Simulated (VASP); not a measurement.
# GaP in VASP: one cell, several levels of theory, part 2 of 2

VASP 6.6.1, plane waves, PAW. Earlier steps stand in the parts before.

## 3. r2SCAN

Contents of INCAR:

```
ENCUT = 520.000000
SIGMA = 0.010000
EDIFF = 1.00e-07
ALGO = Normal
METAGGA = R2SCAN
PREC = Accurate
IBRION = -1
ISIF = 2
ISMEAR = 0
NBANDS = 16
NELM = 120
NSW = 0
LASPH = .TRUE.
LCHARG = .TRUE.
LELF = .TRUE.
LWAVE = .FALSE.
LREAL = .FALSE.
```

Contents of KPOINTS:

```
KPOINTS created by Atomic Simulation Environment
0
Gamma
8 8 8
0 0 0
```

Contents of KPOINTS_OPT:

```
special points
7
Reciprocal
0.0000000000 0.0000000000 0.0000000000 1
-0.5000000000 -0.5000000000 0.0000000000 1
-0.3750000000 -0.3750000000 0.2500000000 1
-0.3750000000 0.0000000000 0.3750000000 1
0.0000000000 0.0000000000 0.5000000000 1
-0.5000000000 -0.2500000000 0.2500000000 1
0.0000000000 0.4296880000 0.4296880000 1
```

Contents of POSCAR:

```
Ga P
 1.0000000000000000
     0.0000000000000000    2.6845183053000001    2.6845183053000001
     2.6845183053000001    0.0000000000000000    2.6845183053000001
     2.6845183053000001    2.6845183053000001    0.0000000000000000
 Ga  P
   1   1
Cartesian
  0.0000000000000000  0.0000000000000000  0.0000000000000000
  1.3422591526500001  1.3422591526500001  1.3422591526500001
```

Run with:

```sh
$ mpirun -np 1 vasp_std
```

Standard output, without the iteration lines:

```text
POSCAR found type information on POSCAR GaP
 POSCAR found :  2 types and       2 ions
 -----------------------------------------------------------------------------
|                                                                             |
|                                                                             |
|     You enforced a specific xc type in the INCAR file but a different       |
|     I HOPE YOU KNOW WHAT YOU ARE DOING!                                     |
|                                                                             |
 -----------------------------------------------------------------------------

 LDA part: xc-table for (None), standard interpolation
 POSCAR, INCAR and KPOINTS ok, starting setup
 FFT: planning ... GRIDC
 FFT: planning ... GRID_SOFT
 FFT: planning ... GRID
 WAVECAR not read
 entering main loop
 Start KPOINTS_OPT (optional k-point list driver)
k-point batch [1-7\7]
```

OSZICAR:

```text
N       E                     dE             d eps       ncg     rms          rms(c)
DAV:   1     0.691087824067E+02    0.69109E+02   -0.93339E+03   968   0.168E+03
DAV:   2    -0.170720093577E+02   -0.86181E+02   -0.81632E+02  1040   0.330E+02
DAV:   3    -0.236034976850E+02   -0.65315E+01   -0.65095E+01  1192   0.678E+01
DAV:   4    -0.237072604756E+02   -0.10376E+00   -0.10371E+00  1112   0.914E+00
DAV:   5    -0.237090846869E+02   -0.18242E-02   -0.18241E-02  1208   0.110E+00    0.508E+00
DAV:   6    -0.214468858059E+02    0.22622E+01   -0.59271E-01  1160   0.151E+01    0.330E+00
DAV:   7    -0.214351115660E+02    0.11774E-01   -0.21844E-01  1144   0.388E+00    0.176E+00
DAV:   8    -0.214392687139E+02   -0.41571E-02   -0.10131E-02  1144   0.815E-01    0.740E-01
DAV:   9    -0.214393991517E+02   -0.13044E-03   -0.20979E-03  1136   0.463E-01    0.707E-02
DAV:  10    -0.214393907535E+02    0.83981E-05   -0.14869E-04  1088   0.868E-02    0.340E-02
DAV:  11    -0.214393894412E+02    0.13123E-05   -0.17210E-05  1232   0.349E-02    0.685E-03
DAV:  12    -0.214393873337E+02    0.21075E-05   -0.17755E-06  1112   0.106E-02    0.246E-03
DAV:  13    -0.214393883400E+02   -0.10063E-05   -0.26211E-07  1136   0.763E-03    0.165E-03
DAV:  14    -0.214393887533E+02   -0.41328E-06   -0.18711E-08   600   0.133E-03    0.119E-03
DAV:  15    -0.214393887465E+02    0.68153E-08   -0.11460E-08   592   0.247E-03
   1 F= -.21439389E+02 E0= -.21439389E+02  d E =-.152324E-50
       N       E                     dE             ncg
DAV:   1     0.131193603213E+04   -0.42681E+04      232
DAV:   2     0.682380412972E+03   -0.62956E+03      264
DAV:   3     0.634761632365E+03   -0.47619E+02      280
DAV:   4     0.633980169693E+03   -0.78146E+00      288
DAV:   5     0.633967921490E+03   -0.12248E-01      296
DAV:   6     0.633967361219E+03   -0.56027E-03      320
DAV:   7     0.633967356462E+03   -0.47575E-05      312
DAV:   8     0.633967356333E+03   -0.12844E-06      224
DAV:   9     0.633967356325E+03   -0.80020E-08      248
```

Parts of OUTCAR:

```text
k-points           NKPTS =     29   k-points in BZ     NKDIM =     29   number of bands    NBANDS=     16

   NELECT =      18.0000    total number of electrons

   dimension x,y,z NGX =    28 NGY =   28 NGZ =   28
   dimension x,y,z NGXF=    56 NGYF=   56 NGZF=   56

  energy-cutoff  :      520.00
  volume of cell :       38.69
      direct lattice vectors                 reciprocal lattice vectors
     0.000000000  2.684518305  2.684518305    -0.186253154  0.186253154  0.186253154
     2.684518305  0.000000000  2.684518305     0.186253154 -0.186253154  0.186253154
     2.684518305  2.684518305  0.000000000     0.186253154  0.186253154 -0.186253154

 k-points in reciprocal lattice and weights: KPOINTS created by Atomic Simulation Env
   0.00000000  0.00000000  0.00000000       0.002
   0.12500000  0.00000000  0.00000000       0.016
   0.25000000  0.00000000  0.00000000       0.016
   0.37500000  0.00000000  0.00000000       0.016
   0.50000000  0.00000000  0.00000000       0.008
   0.12500000  0.12500000  0.00000000       0.012
   0.25000000  0.12500000  0.00000000       0.047
   0.37500000  0.12500000  0.00000000       0.047
[... 21 more k-points ...]

 E-fermi :   5.0422

 k-point     1 :       0.0000    0.0000    0.0000
  band No.  band energies     occupation
      1     -10.1342      2.00000
      2     -10.1342      2.00000
      3     -10.1342      2.00000
      4     -10.0045      2.00000
      5     -10.0045      2.00000
      6      -8.4443      2.00000
      7       4.9389      2.00000
      8       4.9389      2.00000
      9       4.9389      2.00000
     10       7.6843      0.00000
     11       9.1117      0.00000
     12       9.1118      0.00000
     13       9.1118      0.00000
     14      14.6298      0.00000
     15      15.2687      0.00000
     16      15.2687      0.00000

 k-point     2 :       0.1250    0.0000    0.0000
  band No.  band energies     occupation
      1     -10.1549      2.00000
      2     -10.1283      2.00000
      3     -10.1283      2.00000
      4     -10.0046      2.00000
      5     -10.0046      2.00000
      6      -8.2166      2.00000
      7       3.2939      2.00000
      8       4.6827      2.00000
      9       4.6827      2.00000
     10       8.0740      0.00000
     11       9.4998      0.00000
     12       9.4999      0.00000
     13       9.9385      0.00000
     14      14.6181      0.00000
     15      14.6181      0.00000
     16      15.5595      0.00000

 k-point     3 :       0.2500    0.0000    0.0000
  band No.  band energies     occupation
      1     -10.1971      2.00000
      2     -10.1157      2.00000
      3     -10.1157      2.00000
      4     -10.0030      2.00000
      5     -10.0030      2.00000
      6      -7.5761      2.00000
      7       0.8593      2.00000
      8       4.2026      2.00000
      9       4.2026      2.00000
     10       7.6442      0.00000
     11      10.0456      0.00000
     12      10.0456      0.00000
     13      12.0841      0.00000
     14      14.4481      0.00000
     15      14.4482      0.00000
     16      15.6476      0.00000

 k-point     4 :       0.3750    0.0000    0.0000
  band No.  band energies     occupation
      1     -10.2325      2.00000
      2     -10.1059      2.00000
      3     -10.1058      2.00000
      4      -9.9986      2.00000
      5      -9.9986      2.00000
      6      -6.6809      2.00000
      7      -1.2192      2.00000
      8       3.8322      2.00000
      9       3.8323      2.00000
     10       7.2614      0.00000
     11      10.0657      0.00000
     12      10.0657      0.00000
     13      13.7098      0.00000
     14      15.7160      0.00000
     15      15.7852      0.00000
     16      15.7852      0.00000

 k-point     5 :       0.5000    0.0000    0.0000
  band No.  band energies     occupation
      1     -10.2459      2.00000
      2     -10.1027      2.00000
      3     -10.1027      2.00000
      4      -9.9958      2.00000
      5      -9.9958      2.00000
      6      -6.1229      2.00000
      7      -2.1841      2.00000
      8       3.6991      2.00000
      9       3.6991      2.00000
     10       7.1260      0.00000
     11       9.9768      0.00000
     12       9.9769      0.00000
     13      13.8665      0.00000
     14      16.9429      0.00000
     15      17.4142      0.00000
     16      17.4142      0.00000

 k-point     6 :       0.1250    0.1250    0.0000
  band No.  band energies     occupation
      1     -10.1663      2.00000
      2     -10.1228      2.00000
      3     -10.1228      2.00000
      4     -10.0097      2.00000
      5     -10.0005      2.00000
      6      -8.1416      2.00000
      7       3.4479      2.00000
      8       4.2170      2.00000
      9       4.2170      2.00000
     10       8.3257      0.00000
     11       9.1169      0.00000
     12      10.1650      0.00000
     13      10.1651      0.00000
     14      13.5341      0.00000
     15      15.5315      0.00000
     16      15.9585      0.00000

 k-point     7 :       0.2500    0.1250    0.0000
  band No.  band energies     occupation
      1     -10.1991      2.00000
      2     -10.1122      2.00000
      3     -10.1096      2.00000
      4     -10.0137      2.00000
      5      -9.9968      2.00000
      6      -7.6390      2.00000
      7       1.5435      2.00000
      8       3.6786      2.00000
      9       3.7540      2.00000
     10       8.2678      0.00000
     11       9.4289      0.00000
     12      10.9688      0.00000
     13      11.1141      0.00000
     14      13.6308      0.00000
     15      15.5506      0.00000
     16      17.0006      0.00000

 k-point     8 :       0.3750    0.1250    0.0000
  band No.  band energies     occupation
      1     -10.2305      2.00000
      2     -10.1035      2.00000
      3     -10.0985      2.00000
      4     -10.0116      2.00000
      5      -9.9936      2.00000
      6      -6.8108      2.00000
      7      -0.5603      2.00000
      8       3.1406      2.00000
      9       3.3594      2.00000
     10       8.1321      0.00000
     11       9.7819      0.00000
     12      11.0569      0.00000
     13      11.8977      0.00000
     14      15.4464      0.00000
     15      16.5312      0.00000
     16      16.6524      0.00000

[... the tables of k-points 9 to 29 left out ...]

  Total        1.0609095      1.0609095      1.0609095      0.0000000      0.0000000      0.0000000
  in kB       43.9298597     43.9298597     43.9298597      0.0000000      0.0000000      0.0000000
  external PRESSURE =      43.9298597 kB  Pullay stress =       0.0000000 kB

 POSITION                                       TOTAL-FORCE (eV/Angst)
 -----------------------------------------------------------------------------------
      0.00000      0.00000      0.00000        -0.000000     -0.000000     -0.000000
      1.34226      1.34226      1.34226         0.000000      0.000000      0.000000
 -----------------------------------------------------------------------------------
    total drift:                                0.000004      0.000004      0.000005

  FREE ENERGIE OF THE ION-ELECTRON SYSTEM (eV)
  ---------------------------------------------------
  free  energy   TOTEN  =       -21.4393887465 eV

  energy  without entropy=      -21.4393887465  energy(sigma->0) =      -21.43938875
```

Hardware: 1 MPI rank of Intel Xeon Platinum 8488C, shared host.

The levels at the points of KPOINTS_OPT are read from vasprun.xml.

Band energies at the special points (eV, zero at the top of v, the last band that the electrons fill by count):

| point | v−1 | v | c | c+1 |
| --- | --- | --- | --- | --- |
| Γ | 0.00 | 0.00 | 2.75 | 4.17 |
| X | -2.97 | -2.97 | 1.82 | 2.06 |
| U | -4.33 | -2.50 | 2.43 | 5.27 |
| K | -4.33 | -2.50 | 2.43 | 5.27 |
| L | -1.24 | -1.24 | 2.19 | 5.04 |
| W | -3.93 | -3.77 | 5.05 | 5.51 |

Gap with r2SCAN: 1.77 eV, valence top at Γ, conduction bottom at (0.00, 0.43, 0.43). Least direct gap: 2.75 eV. The pressure is 4.39 GPa; the forces vanish within 0.01 eV/Å.

## 4. Summary

What follows sums up all 2 parts.

| level | gap (eV) | pressure (GPa) | Ansatz: gap (eV) | Ansatz: pressure (GPa) |
| --- | --- | --- | --- | --- |
| PBE | 1.51 | 6.83 | 1.51 | 6.89 |
| r2SCAN | 1.77 | 4.39 | 1.76 | 4.43 |

The gap runs from 1.51 eV (PBE) to 1.77 eV (r2SCAN). At this one volume the pressure spans 4.4 GPa (r2SCAN) to 6.8 GPa (PBE): PBE wants the largest cell and r2SCAN the smallest. The two programs agree on the gap within 0.02 eV, far less than the spread between functionals. Each program uses its own PAW datasets and cutoff.
